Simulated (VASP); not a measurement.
# MnO (P-6m2) in VASP: single point with PBE+U

Aim: the single point of MnO with PBE+U.

Program: VASP 6.6.1. These are calculated values, not measurements. Logs are shortened: lines on timing, memory, paths and dates and some standing lists are left out, and cuts for length are marked.

### Step 1. The structure

It takes space group P-6m2 (No. 187, hexagonal). Conventional cell: a = 2.969 Å, b = 2.969 Å, c = 2.898 Å, α = 90.00°, β = 90.00°, γ = 120.00°. Around Mn (site symmetry -6m2) lie 6 O at 2.24 Å. Around O (site symmetry -6m2) lie 6 Mn at 2.24 Å.

Measurements of this composition are mostly on another form, of space group No. 225.

### Step 2. Single point, PBE+U, non-collinear spin, random start, spin-orbit coupling

File INCAR:

```
SYSTEM = MnO
PREC = Accurate
ENCUT = 520
EDIFF = 1E-7
ISMEAR = 0
SIGMA = 0.05
LREAL = .FALSE.
LASPH = .TRUE.
NELM = 120
ALGO = Normal
ISIF = 2
LWAVE = .FALSE.
LCHARG = .FALSE.
LNONCOLLINEAR = .TRUE.
MAGMOM = 1.22 0.626 1.483 0 0 0
LORBIT = 11
LSORBIT = .TRUE.
GGA_COMPAT = .FALSE.
LORBMOM = .TRUE.
LMAXMIX = 4
LDAU = .TRUE.
LDAUTYPE = 2
LDAUL = 2 -1
LDAUU = 6 0
LDAUJ = 0 0
LDAUPRINT = 1
GGA = PE
NBANDS = 31
```

File KPOINTS:

```
regular mesh
0
G
  7 7 7
  0 0 0
```

File POSCAR:

```
MnO
1.0
    2.9694859100      0.0000000000      0.0000000000
   -1.4847429600      2.5716502300      0.0000000000
    0.0000000000      0.0000000000      2.8980711300
Mn O
1 1
Direct
    0.0000000000      0.0000000000      0.0000000000
    0.6666666667      0.3333333333      0.5000000000
```

Potentials or basis: VASP PAW PBE potentials, release 64 (Mn_pv, O).

The run is started by

```
> cat potpaw_PBE.64/Mn_pv/POTCAR potpaw_PBE.64/O/POTCAR > POTCAR
> mpirun -np 1 vasp_ncl > vasp.out
```

OUTCAR:

```text
SYSTEM = MnO
   PREC = Accurate
   ENCUT = 520
   EDIFF = 1E-7
   ISMEAR = 0
   LREAL = .FALSE.
   LASPH = .TRUE.
   NELM = 120
   ISIF = 2
   LNONCOLLINEAR = .TRUE.
   LORBIT = 11
   LSORBIT = .TRUE.
   GGA = PE

 ion  position               nearest neighbor table
   1  0.000  0.000  0.000-   2 2.24   2 2.24   2 2.24   2 2.24   2 2.24   2 2.24
   2  0.667  0.333  0.500-   1 2.24   1 2.24   1 2.24   1 2.24   1 2.24   1 2.24

  LATTYP: Found a hexagonal cell.
 ALAT       =     2.9694859100
 C/A-ratio  =     0.9759504567

  Lattice vectors:

 A1 = (   2.9694859100,   0.0000000000,   0.0000000000)
 A2 = (  -1.4847429600,   2.5716502300,   0.0000000000)
 A3 = (   0.0000000000,   0.0000000000,   2.8980711300)

Analysis of symmetry for initial positions (statically):
=====================================================================
 Subroutine PRICEL returns:
 Original cell was already a primitive cell.

 Routine SETGRP: Setting up the symmetry group for a
 hexagonal supercell.

 Subroutine GETGRP returns: Found 12 space group operations
 (whereof 12 operations were pure point group operations)
 out of a pool of 24 trial point group operations.

The static configuration has the point symmetry D_3h.

Analysis of symmetry for dynamics (positions and initial velocities):
=====================================================================
 Subroutine PRICEL returns:
 Original cell was already a primitive cell.

 Routine SETGRP: Setting up the symmetry group for a
 hexagonal supercell.

 Subroutine GETGRP returns: Found 12 space group operations
 (whereof 12 operations were pure point group operations)
 out of a pool of 24 trial point group operations.

The dynamic configuration has the point symmetry D_3h.

Analysis of structural, dynamic, and magnetic symmetry:
=====================================================================
 Subroutine PRICEL returns:
 Original cell was already a primitive cell.

 Routine SETGRP: Setting up the symmetry group for a
 hexagonal supercell.

 Subroutine GETGRP returns: Found  1 space group operations
 (whereof  1 operations were pure point group operations)
 out of a pool of 24 trial point group operations.

The overall configuration has the point symmetry C_1 .

 Subroutine INISYM returns: Found  1 space group operations
 (whereof  1 operations are pure point group operations),
 and found     1 'primitive' translations

----------------------------------------------------------------------------------------

[... 1054 lines left out ...]
    total drift:                                0.000000     -0.000000     -0.000000

  FREE ENERGIE OF THE ION-ELECTRON SYSTEM (eV)
  ---------------------------------------------------
  free  energy   TOTEN  =       -14.5664325285 eV

  energy  without entropy=      -14.5664325285  energy(sigma->0) =      -14.56643253

 orbital moment (x)

 # of ion     p       d       tot
 ----------------------------------------
  1        -0.000   0.000  -0.000
  2        -0.000   0.000  -0.000
 ----------------------------------------
           -0.000   0.000  -0.000

 orbital moment (y)

 # of ion     p       d       tot
 ----------------------------------------
  1        -0.000   0.000  -0.000
  2        -0.000   0.000  -0.000
 ----------------------------------------
           -0.000   0.000  -0.000

 orbital moment (z)

 # of ion     p       d       tot
 ----------------------------------------
  1        -0.000  -0.000  -0.001
  2         0.000   0.000   0.000
 ----------------------------------------
           -0.000  -0.000  -0.001

 Spin-Orbit-Coupling matrix elements

 Ion:    1  E_soc:     -0.0271289
 l=   1
     0.0000000    -0.0035858    -0.0035999
    -0.0035858     0.0000000    -0.0035878
    -0.0035999    -0.0035878     0.0000000
 l=   2
     0.0000000    -0.0002464     0.0000000    -0.0001806    -0.0005254
    -0.0002464     0.0000000    -0.0005389    -0.0001361    -0.0001806
     0.0000000    -0.0005389     0.0000000    -0.0007365     0.0000000
    -0.0001806    -0.0001361    -0.0007365     0.0000000    -0.0002464
    -0.0005254    -0.0001806     0.0000000    -0.0002464     0.0000000
 l=   3
     0.0000000     0.0000000     0.0000000     0.0000000     0.0000000     0.0000000     0.0000000
     0.0000000     0.0000000     0.0000000     0.0000000     0.0000000     0.0000000     0.0000000
     0.0000000     0.0000000     0.0000000     0.0000000     0.0000000     0.0000000     0.0000000
     0.0000000     0.0000000     0.0000000     0.0000000     0.0000000     0.0000000     0.0000000
     0.0000000     0.0000000     0.0000000     0.0000000     0.0000000     0.0000000     0.0000000
     0.0000000     0.0000000     0.0000000     0.0000000     0.0000000     0.0000000     0.0000000
     0.0000000     0.0000000     0.0000000     0.0000000     0.0000000     0.0000000     0.0000000

 Ion:    2  E_soc:     -0.0001861
 l=   1
     0.0000000    -0.0000310    -0.0000346
    -0.0000310     0.0000000    -0.0000274
    -0.0000346    -0.0000274     0.0000000
 l=   2
     0.0000000     0.0000000     0.0000000     0.0000000     0.0000000
     0.0000000     0.0000000     0.0000000     0.0000000     0.0000000
     0.0000000     0.0000000     0.0000000     0.0000000     0.0000000
     0.0000000     0.0000000     0.0000000     0.0000000     0.0000000
     0.0000000     0.0000000     0.0000000     0.0000000     0.0000000
 l=   3
     0.0000000     0.0000000     0.0000000     0.0000000     0.0000000     0.0000000     0.0000000
     0.0000000     0.0000000     0.0000000     0.0000000     0.0000000     0.0000000     0.0000000
     0.0000000     0.0000000     0.0000000     0.0000000     0.0000000     0.0000000     0.0000000
     0.0000000     0.0000000     0.0000000     0.0000000     0.0000000     0.0000000     0.0000000
     0.0000000     0.0000000     0.0000000     0.0000000     0.0000000     0.0000000     0.0000000
     0.0000000     0.0000000     0.0000000     0.0000000     0.0000000     0.0000000     0.0000000
     0.0000000     0.0000000     0.0000000     0.0000000     0.0000000     0.0000000     0.0000000

 total charge

# of ion       s       p       d       tot
------------------------------------------
    1        0.216   6.191   4.939  11.346
    2        1.556   3.448   0.000   5.005
--------------------------------------------------
tot          1.772   9.639   4.939  16.351

 magnetization (x)

# of ion       s       p       d       tot
------------------------------------------
    1        0.019   0.022   2.776   2.818
    2        0.011   0.055   0.000   0.066
--------------------------------------------------
tot          0.031   0.077   2.776   2.884

 magnetization (y)

# of ion       s       p       d       tot
------------------------------------------
    1        0.010   0.011   1.424   1.446
    2        0.006   0.028   0.000   0.034
--------------------------------------------------
tot          0.016   0.040   1.424   1.480

 magnetization (z)

# of ion       s       p       d       tot
------------------------------------------
    1        0.024   0.027   3.375   3.425
    2        0.014   0.067   0.000   0.081
--------------------------------------------------
tot          0.037   0.094   3.375   3.506
```

It took 4.3 min on 1 thread of Intel Xeon 6975P-C (Granite Rapids), shared host; peak memory 0.44 GiB.

Results:

```yaml
Free_energy: -14.5664 eV
Pressure: 7.9 GPa
Net_moment: 5.00 μB per cell
Valence_electrons_inside_the_program's_atomic_spheres: Mn 11.35; O 5.00
```

Moments on the atoms (μB; x, y, z):
```
Mn  2.82 1.45 3.42
O   0.07 0.03 0.08
```

Caveat: a cell with one magnetic atom can't hold antiferromagnetic order, which such compounds often take.
